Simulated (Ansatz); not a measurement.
# Ag (P6_3/mmc) in Ansatz: reference runs

Aim: a first look at Ag with PBEsol, on the cell as given and on a disturbed one.

All numbers are computed with Ansatz 0.2.0; they aren't measurements. Logs are shortened: lines on timing, memory, paths and dates and some standing lists are left out, and cuts for length are marked.

**1. The structure**

The structure is hexagonal, space group P6_3/mmc (No. 194). The conventional cell has a = 2.930 Å, b = 2.930 Å, c = 4.790 Å, α = 90.00°, β = 90.00°, γ = 120.00°. Around Ag (site symmetry -6m2) lie 12 Ag at 2.93 Å.

This isn't the form of Ag at room conditions, which is fcc.

**2. Single point, PBEsol**

input.yaml reads:

```yaml
crystal:
  lattice:
    - [2.93, 0.0, 0.0]
    - [-1.465, 2.5374544331, 0.0]
    - [0.0, 0.0, 4.79]
  atoms:
    - { symbol: Ag, position: [0.6666666667, 0.3333333333, 0.75] }
    - { symbol: Ag, position: [0.3333333333, 0.6666666667, 0.25] }
hamiltonian:
  xc: pbesol
  pseudopotentials: { kind: paw }
kpoints:
  mp_grid: { grid: [10, 10, 6] }
scf:
  occupations: { method: fermi_dirac, width: 0.05 }
output:
  forces: true
  stress: true
  eigenvalues: true
```

Potentials or basis: Ansatz PAW.

Started as:

```bash
> ansatz run input.yaml --threads 2 --pin off --max-ram 5632MiB --backend cpu --events-out ev --progress --plain --runs-dir out
```

The log of the run:

```text
Warning: RAYON_NUM_THREADS=2 ignored (pool sized by the plan → 2); use --threads N
Engine: ansatz 0.2.0, x86_64-unknown-linux-gnu
Pseudopotentials: kind: paw
Pseudopotential: Ag, paw, valence charge 19, recommended cutoff 420 eV (normal), Ag.paw.azcp
Functional definition: PBEsol
  exchange = pbesol_x
  correlation = pbesol_c
Crystal: 2 atoms, lattice volume = 35.612 Å³
Basis set: ecut = 420 eV, 701 PW (Γ), exchange–correlation on 40×40×72 points (8 copies of the dense FFT grid, shifted against one another)
Bands: 23, of which v1, the nominal top of the filled ones, is band 19 counted from 1 (18 counted from 0)
Symmetry: 24 space group operations
Space group: P63/mmc (ITA 194), of the structure as read, at distance tolerance 3.3e-5 Å
k-points: 56 of 600
Non-local potential: Ag, projectors of the file, l = 0: 3, l = 1: 2, l = 2: 2, l = 3: 1
PAW form: soft (Blöchl's): semilocal exchange-correlation on the pseudo side does not see the compensation charge
PAW frozen core: Ag, regenerated for the run's functional, and the local potential with it (the file was generated under x = pbe(κ = 0.804, μ = 0.2195149727645171), c = pbe(β = 0.06672455060314922))
PAW one-centre angular grid: Ag, 590 points (default); XC on 64 Gauss nodes
Initial density: superposition of atomic densities (neutral atoms: chi_scale 0, normalization atom), corrected by the library's trained network
Initial wavefunctions: pseudopotential atomic-orbital guess
Functional: x = pbesol(κ = 0.804, μ = 0.12345679012345678), c = pbesol(β = 0.046)
SCF iter   1: F=—  HF=-15044.436582 eV  |F-HF|=—  |Δ(HF+E_count)|=         —  Δρ=9.35e-3  dr2=2.89e-2  ethr=1.77e-3  ⟨swp⟩=4.8  Hψ=4835  notcnv=0
preconditioner: auto → none  [insulator: Δε(μ)=0.241 eV  Ē_g=10.862 eV  σ=0.050 eV  W_gap=0.71  n_scr=10 (ndim 8)  ℏωp=29.2 eV  f_vac=0.000  D(μ)=0.70/eV (n_scr^D=2)  ε∞_Penn≈8.2]
SCF iter   2: F=—  HF=-15044.428718 eV  |F-HF|=—  |Δ(HF+E_count)|=   7.86e-3  Δρ=1.70e-3  dr2=2.82e-4  ethr=7.61e-5  ⟨swp⟩=2.1  Hψ=2508  notcnv=0  defer=7
SCF iter   3: F=—  HF=-15044.428660 eV  |F-HF|=—  |Δ(HF+E_count)|=   5.78e-5  Δρ=7.13e-4  dr2=6.46e-5  ethr=7.43e-7  ⟨swp⟩=2.8  Hψ=2511  notcnv=0  defer=7
SCF iter   4: F=—  HF=-15044.428653 eV  |F-HF|=—  |Δ(HF+E_count)|=   6.98e-6  Δρ=2.98e-4  dr2=1.21e-5  ethr=1.70e-7  ⟨swp⟩=1.0  Hψ=1281  notcnv=0  defer=7
SCF iter   5: F=—  HF=-15044.428652 eV  |F-HF|=—  |Δ(HF+E_count)|=   1.60e-6  Δρ=6.21e-5  dr2=5.50e-7  ethr=3.18e-8  ⟨swp⟩=1.4  Hψ=1654  notcnv=0  defer=7
SCF iter   6: F=-15044.428652 eV  HF=-15044.428652 eV  |F-HF|=1.43e-9  |Δ(HF+E_count)|=   6.64e-8  Δρ=6.58e-6  dr2=6.00e-9  ethr=2.63e-10  ⟨swp⟩=4.4  Hψ=4322  notcnv=0
SCF 1 converged in 6 iterations: F = -15044.428652 eV  dr2 = 6.00e-9
SCF converged after 6 iterations
Free energy (F): -15044.428652 eV
Harris-Foulkes:  -15044.428652 eV  (|F-HF|=1.43e-9)
Internal energy: -15044.423045 eV  (E = F + TS)
E sigma→0 (E₀):  -15044.425848 eV
Entropy (-TS):   -0.005606 eV (-2.803 meV/atom)
Fermi energy:    16.177613 eV
--- Per-component energies (eV) ---
  E_band       = -504.842680
  E_kinetic    = 1053.261992
  E_local      = -4523.866235  (includes V_loc(G=0)·N_el)
  E_nonlocal   = 165.469304
  E_hartree    = 2045.339554
  E_xc         = -366.500744
  E_vxc        = -467.567154  (∫ρ·V_xc dr)
  E_paw        = -7669.347906  (= ΣΔE_a)
  E_vpaw       = -822.823807  (= ΣTr[D̂ρ^β])
  E_aug_tail   = 0.000613  (compensation charges beyond the density's cutoff)
  E_ewald      = -5749.425102
  E_core_change = 0.645478  (= ΣΔE_core)
  E_smearing   = -0.005606  (= −TS)
  E_closure    = -0.000000  (closes the sum)
  Σ components = -15044.428652   (vs F -15044.428652, Δ=0.00e0)
--- Forces (eV/Å), atoms counted from 1 ---
  atom   1  Ag     0.00000000     0.00000000     0.00000000
  atom   2  Ag    -0.00000000    -0.00000000    -0.00000000
  max |Σ_I F_I| component: 1.16e-18 eV/Å
--- Stress (GPa, compression-positive) ---
       -5.915817      -0.000000       0.000000
       -0.000000      -5.915817      -0.000000
        0.000000      -0.000000      -6.524747
  P = ⅓ Tr σ = -6.1188 GPa (-61.188 kbar)
--- Band table (eV; the first three rows and the last of 56) ---
  k-point 0: bands = ["-75.5188", "-75.5050", "-39.0871", "-38.9660", "-38.9660", "-38.9487", "-38.9448", "-38.9448", "8.6761", "10.0898", "11.6043", "11.7007", "11.7007", "11.9235", "11.9235", "12.2552", "12.2552", "13.2052", "13.2052", "15.8474", "19.5403", "31.5958", "33.4080"]
  k-point 1: bands = ["-75.5179", "-75.5060", "-39.0779", "-38.9645", "-38.9645", "-38.9580", "-38.9463", "-38.9463", "8.8845", "10.1286", "11.5650", "11.6522", "11.6522", "11.8708", "11.8708", "12.3852", "12.3852", "13.1836", "13.1836", "14.6871", "21.0598", "31.3266", "32.9122"]
  k-point 2: bands = ["-75.5154", "-75.5085", "-39.0527", "-38.9835", "-38.9607", "-38.9607", "-38.9501", "-38.9501", "9.4495", "10.1931", "11.5216", "11.6097", "11.6097", "11.7531", "11.7531", "12.6489", "12.6489", "12.9952", "13.0942", "13.0942", "23.8479", "29.9057", "31.8900"]
  k-point 55: bands = ["-75.5017", "-75.5017", "-39.0605", "-39.0605", "-39.0254", "-39.0254", "-38.9763", "-38.9763", "10.7893", "10.7893", "11.2801", "11.2801", "11.7675", "11.7675", "12.3205", "12.3205", "13.2721", "13.2721", "19.2162", "19.2162", "22.0946", "22.0946", "22.4273"]
```

It took 0.8 s on 2 threads of Intel Xeon Platinum 8488C (Sapphire Rapids), shared host; peak memory 0.38 GiB.

Results:

* Free energy: -15044.4287 eV
* Pressure: -6.1 GPa
* Band gap on the k mesh: none (metal or under the smearing width)

Caveat: the PAW data sets come from PBE, with cores solved anew for the run's functional, which leaves a small shift of forces and pressure.

**3. Single point, PBEsol (atoms moved at random, drawn with an rms of 0.05 Å)**

input.yaml, as its differences from that of step 2:

```diff
@@ -6,4 +6,4 @@
   atoms:
-    - { symbol: Ag, position: [0.6666666667, 0.3333333333, 0.75] }
-    - { symbol: Ag, position: [0.3333333333, 0.6666666667, 0.25] }
+    - { symbol: Ag, position: [0.684827, 0.350078, 0.746889] }
+    - { symbol: Ag, position: [0.337913, 0.672665, 0.250568] }
 hamiltonian:
```

Potentials or basis: Ansatz PAW.

Started as:

```bash
> ansatz run input.yaml --threads 2 --pin off --max-ram 5632MiB --backend cpu --events-out ev --progress --plain --runs-dir out
```

The log of the run:

```text
Warning: RAYON_NUM_THREADS=2 ignored (pool sized by the plan → 2); use --threads N
[... 6 set-up lines as earlier in the session ...]
Crystal: 2 atoms, lattice volume = 35.612 Å³
Basis set: ecut = 420 eV, 701 PW (Γ), exchange–correlation on 40×40×72 points (8 copies of the dense FFT grid, shifted against one another)
Bands: 23, of which v1, the nominal top of the filled ones, is band 19 counted from 1 (18 counted from 0)
Symmetry: 2 space group operations
Space group: P-1 (ITA 2), of the structure as read, at distance tolerance 3.3e-5 Å
k-points: 304 of 600
[... 7 set-up lines as earlier in the session ...]
SCF iter   1: F=—  HF=-15044.435391 eV  |F-HF|=—  |Δ(HF+E_count)|=         —  Δρ=9.36e-3  dr2=2.90e-2  ethr=1.77e-3  ⟨swp⟩=4.8  Hψ=25996  notcnv=0
preconditioner: auto → none  [insulator: Δε(μ)=0.205 eV  Ē_g=10.861 eV  σ=0.050 eV  W_gap=0.66  n_scr=10 (ndim 8)  ℏωp=29.2 eV  f_vac=0.000  D(μ)=0.70/eV (n_scr^D=2)  ε∞_Penn≈8.2]
SCF iter   2: F=—  HF=-15044.427519 eV  |F-HF|=—  |Δ(HF+E_count)|=   7.87e-3  Δρ=1.70e-3  dr2=2.85e-4  ethr=7.62e-5  ⟨swp⟩=2.2  Hψ=13856  notcnv=0  defer=33
SCF iter   3: F=—  HF=-15044.427459 eV  |F-HF|=—  |Δ(HF+E_count)|=   6.00e-5  Δρ=7.14e-4  dr2=6.52e-5  ethr=7.49e-7  ⟨swp⟩=2.8  Hψ=13587  notcnv=0  defer=33
SCF iter   4: F=—  HF=-15044.427447 eV  |F-HF|=—  |Δ(HF+E_count)|=   1.25e-5  Δρ=3.04e-4  dr2=1.92e-5  ethr=1.72e-7  ⟨swp⟩=2.0  Hψ=12396  notcnv=0  defer=33
SCF iter   5: F=—  HF=-15044.427443 eV  |F-HF|=—  |Δ(HF+E_count)|=   3.69e-6  Δρ=6.66e-5  dr2=7.15e-7  ethr=5.06e-8  ⟨swp⟩=2.5  Hψ=12334  notcnv=0  defer=33
SCF iter   6: F=-15044.427443 eV  HF=-15044.427443 eV  |F-HF|=3.70e-9  |Δ(HF+E_count)|=   1.20e-7  Δρ=8.59e-6  dr2=1.05e-8  ethr=2.63e-10  ⟨swp⟩=5.2  Hψ=27957  notcnv=0
SCF 1 converged in 6 iterations: F = -15044.427443 eV  dr2 = 1.05e-8
SCF converged after 6 iterations
Free energy (F): -15044.427443 eV
Harris-Foulkes:  -15044.427443 eV  (|F-HF|=3.70e-9)
Internal energy: -15044.421834 eV  (E = F + TS)
E sigma→0 (E₀):  -15044.424639 eV
Entropy (-TS):   -0.005609 eV (-2.805 meV/atom)
Fermi energy:    16.176787 eV
--- Per-component energies (eV) ---
  E_band       = -504.854746
  E_kinetic    = 1053.268103
  E_local      = -4524.484652  (includes V_loc(G=0)·N_el)
  E_nonlocal   = 165.468628
  E_hartree    = 2045.641255
  E_xc         = -366.503071
  E_vxc        = -467.570299  (∫ρ·V_xc dr)
  E_paw        = -7669.347936  (= ΣΔE_a)
  E_vpaw       = -822.824562  (= ΣTr[D̂ρ^β])
  E_aug_tail   = 0.000611  (compensation charges beyond the density's cutoff)
  E_ewald      = -5749.110250
  E_core_change = 0.645478  (= ΣΔE_core)
  E_smearing   = -0.005609  (= −TS)
  E_closure    = -0.000000  (closes the sum)
  Σ components = -15044.427443   (vs F -15044.427443, Δ=0.00e0)
--- Forces (eV/Å), atoms counted from 1 ---
  atom   1  Ag    -0.02026423    -0.02084934     0.07802048
  atom   2  Ag     0.02026423     0.02084934    -0.07802048
  max |Σ_I F_I| component: 0.00e0 eV/Å
--- Stress (GPa, compression-positive) ---
       -5.763973       0.128514      -0.016526
        0.128514      -6.044975      -0.017372
       -0.016526      -0.017372      -6.476210
  P = ⅓ Tr σ = -6.0951 GPa (-60.951 kbar)
--- Band table (eV; the first three rows and the last of 304) ---
  k-point 0: bands = ["-75.5191", "-75.5053", "-39.0876", "-38.9680", "-38.9644", "-38.9489", "-38.9452", "-38.9450", "8.6759", "10.0892", "11.6000", "11.6927", "11.7084", "11.9122", "11.9349", "12.2155", "12.2975", "13.1662", "13.2430", "15.8481", "19.5398", "31.5918", "33.4099"]
  k-point 1: bands = ["-75.5182", "-75.5062", "-39.0785", "-38.9666", "-38.9632", "-38.9581", "-38.9465", "-38.9464", "8.8843", "10.1280", "11.5611", "11.6455", "11.6586", "11.8592", "11.8834", "12.3487", "12.4229", "13.1532", "13.2128", "14.6877", "21.0593", "31.3275", "32.9082"]
  k-point 2: bands = ["-75.5157", "-75.5087", "-39.0533", "-38.9837", "-38.9622", "-38.9596", "-38.9507", "-38.9499", "9.4491", "10.1924", "11.5185", "11.6090", "11.6103", "11.7423", "11.7653", "12.6198", "12.6757", "12.9971", "13.0841", "13.1040", "23.8466", "29.9084", "31.8905"]
  k-point 303: bands = ["-75.5031", "-75.5027", "-39.0799", "-39.0794", "-38.9891", "-38.9873", "-38.9833", "-38.9811", "10.2160", "10.2226", "10.8157", "10.8655", "12.3629", "12.4251", "13.1492", "13.1553", "13.4080", "13.4156", "16.9582", "16.9833", "20.5042", "20.5400", "29.3659"]
```

It took 3.4 s on 2 threads of Intel Xeon Platinum 8488C (Sapphire Rapids), shared host; peak memory 0.51 GiB.

Results:

```yaml
Free_energy: -15044.4274 eV
Pressure: -6.1 GPa
Largest_force: 0.083 eV/Å
Band_gap_on_the_k_mesh: none (metal or under the smearing width)
```

Forces in eV/Å, atoms in the order of the input:
```
Ag  -0.020 -0.021  0.078
Ag   0.020  0.021 -0.078
```

Caveat: the PAW data sets come from PBE, with cores solved anew for the run's functional, which leaves a small shift of forces and pressure.
